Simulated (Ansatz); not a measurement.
Squeezing CaF2

```
Ca F
1.0
     0.00000    2.75803    2.75803
     2.75803    0.00000    2.75803
     2.75803    2.75803    0.00000
Ca F
1 2
Direct
  0.00000 0.00000 0.00000
  0.75000 0.75000 0.75000
  0.25000 0.25000 0.25000
```

The base volume is that of a database entry, with shape and atoms relaxed on PAW files at held volume, so it needn't be at zero pressure; the structure needn't be the stable phase, at rest or compressed.

Its volume is scaled, and at each volume shape and atoms are relaxed on PAW files; all methods then take that cell.

All numbers are PBEsol results (scalar-relativistic) from Ansatz 0.2.0, with a Γ-centred 9×9×9 k mesh, Fermi–Dirac smearing of 0.03 eV, no spin polarisation. Methods: LAPW: all electrons, basis error target 1 meV/atom; PAW: frozen-core files, cutoff 420 eV.

Energies are extrapolated to zero smearing and count from the unscaled cell; pressure is positive in compression; gaps take the mesh and a band path. No temperature or zero-point motion is included.

The PAW files were made under PBE.

| V/V0 | V (Å³/atom) | P LAPW (GPa) | ΔE LAPW (eV/atom) | P PAW − LAPW (GPa) | ΔE PAW − LAPW (meV/atom) | gap (eV) | space group | shortest distance (Å) |
| --- | --- | --- | --- | --- | --- | --- | --- | --- |
| 1.00 | 13.99 | -4.03 | 0.000 | 0.01 | 0.0 | 6.94 | Fm-3m | 2.389 |
| 0.90 | 12.59 | 5.16 | 0.001 | 0.00 | 0.1 | 7.55 | Fm-3m | 2.306 |
| 0.60 | 8.39 | 112.1 | ? | -0.15 | -1.3 | 9.16 | Fm-3m | 2.015 |
| 0.40 | 5.59 | 512.9 | 5.648 | -1.69 | -9.9 | 9.35 | Fm-3m | 1.760 |

Problem. Give the missing entry: row "0.60", column "ΔE LAPW (eV/atom)".

Solution. 1.111.

Problem. From the table, what is the rise of the enthalpy H = E + pV up to the last row, and how stiff is the crystal between the last two rows?

Solution. ΔH = 5.648 eV + (512.9 GPa × 5.59 Å³ + 4.03 GPa × 13.99 Å³) × 0.006242 eV/(GPa·Å³) = 23.91 eV/atom, of which pV makes 76 %. The mean bulk modulus there is −ΔP/Δln V = 989 GPa.
